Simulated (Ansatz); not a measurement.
73Ge NMR of the central transition in Ge

Cell: an entry of the Crystallography Open Database (COD), its atoms then relaxed with PBE in this cell.

Space group P4_32_12 (No. 96); a = 5.9300, c = 6.9800 Å.

| site | Wyckoff | site symmetry | x | y | z |
| --- | --- | --- | --- | --- | --- |
| Ge1 | 4a | ..2 | 0.0899 | 0.0899 | 0.0000 |
| Ge5 | 8b | 1 | 0.1723 | 0.3691 | 0.2595 |

One atom of each set is listed.

Method: Kohn–Sham DFT in Ansatz, PBE, plane waves and PAW, with spin–orbit coupling, 420 eV cutoff, Γ-centred 8×8×7 k-points, Fermi–Dirac smearing 0.02 eV.

73Ge has I = 9/2 and Q = -196.0 mb (Pyykkö 2018); at 7.05 T its Larmor frequency is ν₀ = 10.5 MHz. Only the quadrupole interaction is simulated: positions count from each site's isotropic chemical shift, and shift anisotropy, dipolar and J coupling are left out.

Question: Give C_Q, η, the quadrupolar product P_Q = |C_Q|(1 + η²/3)^½, the second-order isotropic shift and the breadth of the pattern (static powder) for each Ge site.

Answer: 

| site | first shell | C_Q (MHz) | η | P_Q (MHz) | δ_QIS (ppm) | breadth (kHz) |
| --- | --- | --- | --- | --- | --- | --- |
| Ge1 | 4 Ge at 2.49–2.50 Å | -20.8 | 0.80 | 23.0 | -6634 | 517 |
| Ge5 | 4 Ge at 2.49–2.52 Å | -27.7 | 0.83 | 30.8 | -11916 | 932 |

δ_QIS = −(ν_Q²/30ν₀²)[I(I+1) − 3/4](1 + η²/3) × 10⁶ ppm with ν_Q = 3|C_Q|/[2I(2I−1)]; it falls as 1/B₀² in ppm, and the breadth as 1/B₀ in kHz.
